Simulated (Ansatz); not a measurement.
TePt in Ansatz: the effect of functional

The system is TePt.

```
Pt Te
1.0
     2.02043    1.16650    6.79168
    -2.02043    1.16650    6.79168
     0.00000   -2.33299    6.79168
Pt Te
2 2
Direct
  0.12967 0.12967 0.12967
  0.87033 0.87033 0.87033
  0.40200 0.40200 0.40200
  0.59800 0.59800 0.59800
```

The cell isn't the ideal one: volume scaled by 1.06.

Alike in all runs:

| Item | Value |
| --- | --- |
| Program | Ansatz 0.2.0 |
| Task | single point |
| Potentials or basis | Ansatz PAW |
| k mesh | 8 × 8 × 8 |
| Occupations | fermi-dirac, width 0.05 eV |
| Spin | no spin polarisation |

```csv
functional,cutoff,pressure (GPa),largest force (eV/Å)
LDA,420 eV (not typed: the program's choice for these potentials),-9.1,0.71
PBEsol,420 eV (not typed: the program's choice for these potentials),?,?
r2SCAN,500 eV (not typed: the program's choice for these potentials),-4.3,0.53
```

What does the run with functional PBEsol give?

Pressure -6.9 GPa; largest force 0.56 eV/Å.

Caveats: the PAW data sets come from PBE, with cores solved anew for the run's functional, which leaves a small shift of forces and pressure.
